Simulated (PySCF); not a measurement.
**Substituent effects on chemical shifts**

Parent skeleton `[CH:1]1=[CH:2][CH:3]2[CH:4]=[CH:5][CH:6]1[CH2:7]2`; one hydrogen on atom 1 is replaced by X. Hydrogens on one atom are averaged.

PySCF 2.14.0 with density-fitted response routines calculation with geometry: GFN2-xTB and PBE0/pcSseg-1 with gauge-including orbitals; one computed conformer, relativity neglected, isolated molecule, fast rotation and ring inversion assumed for equivalent nuclei.

Referencing at the same level of theory: TMS for 13C and 1H.

Parent (X = H): C1 154.0, C2 154.0, C3 53.6, C4 154.0, C5 154.0, C6 53.6, C7 82.0, H(C2) 7.21, H(C3) 3.47 ppm. Effects are Δδ = δ(X) − δ(H), positive for deshielding.

Task: Give Δδ (ppm) for X = OC2H5, ethynyl, CN.

Result: 
| X | SMILES | C1 | C2 | C3 | C4 | C5 | C6 | C7 | H(C2) | H(C3) |
| --- | --- | --- | --- | --- | --- | --- | --- | --- | --- | --- |
| OC2H5 | CCOC1=C[C@@H]2C=C[C@H]1C2 | +35.4 | -47.4 | -2.8 | +3.3 | -3.9 | +2.4 | -3.7 | -2.04 | -0.14 |
| ethynyl | C#CC1=C[C@@H]2C=C[C@H]1C2 | -6.3 | +7.9 | +1.1 | -2.0 | +0.1 | +6.5 | -1.7 | +0.23 | +0.09 |
| CN | N#CC1=C[C@@H]2C=C[C@H]1C2 | -15.8 | +17.6 | +1.8 | -2.1 | +1.1 | +4.9 | -0.5 | +0.68 | +0.20 |

Task: Which position responds most, and to which substituents?

Result: C2: from -47.4 ppm with OC2H5 to +17.6 ppm with CN.
